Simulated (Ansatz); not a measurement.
# Ti: the cost of one run

Computed with Ansatz 0.2.0 (DFT PBE, scalar-relativistic, plane waves, PAW, unless a step's input says otherwise).

1 further run of the same task is left out (it didn't finish).

### Step 1. The structure to begin with

The structure is hexagonal, space group P6/mmm (No. 191). Conventional cell: a = 4.579 Å, b = 4.579 Å, c = 2.832 Å, α = 90.00°, β = 90.00°, γ = 120.00°. Around Ti (site symmetry 6/mmm) lie 14 Ti at 2.83 to 3.00 Å. Ti (site symmetry -6m2) is surrounded by 11 Ti at 2.64 to 3.00 Å.

Coordinates:

```
Ti
1.0
     4.57945    0.00000    0.00000
    -2.28973    3.96592    0.00000
     0.00000    0.00000    2.83171
Ti
3
Direct
  0.00000 0.00000 0.00000
  0.33333 0.66667 0.50000
  0.66667 0.33333 0.50000
```

The cell was relaxed beforehand at this level, from a distorted copy of a database structure. At a tolerance of 0.05 Å it has space group P6/mmm (No. 191); it has 17.14 Å³/atom, an uncorrected energy of -0.01 eV/atom over the standard state and, on its mesh, gap none (metal).

### Step 2. The cell scaled to 0.97 of its volume

input.yaml

```yaml
crystal:
  lattice:
    - [4.5331924736, 0.0, 0.0]
    - [-2.2665962368, 3.9258598424, 0.0]
    - [0.0, 0.0, 2.8031059189]
  atoms:
    - { symbol: Ti, position: [0.0, 0.0, 0.0] }
    - { symbol: Ti, position: [0.3333333333, 0.6666666667, 0.5] }
    - { symbol: Ti, position: [0.6666666667, 0.3333333333, 0.5] }
basis:
  ecutwfc: 420
kpoints:
  mp_grid: { grid: [12, 12, 16] }
hamiltonian:
  xc: pbe
scf:
  occupations: { method: gaussian, width: 0.1 }
output:
  forces: true
  stress: true
  eigenvalues: true
relax:
  adjacent_minimum: "off"
  f_tol: 0.01
  max_steps: 30
  cell: { stress_tol: 0.1, fix: [volume] }
```

The run is started by

```bash
$ ansatz run input.yaml --threads 1 --pin off --max-ram 2560MiB --backend cpu --events-out ev --progress --plain --runs-dir out
```

Q: Estimate wall time and peak memory on 1 thread of Arm Neoverse V2, shared host.

About 26 s, with a peak of 0.44 GiB.
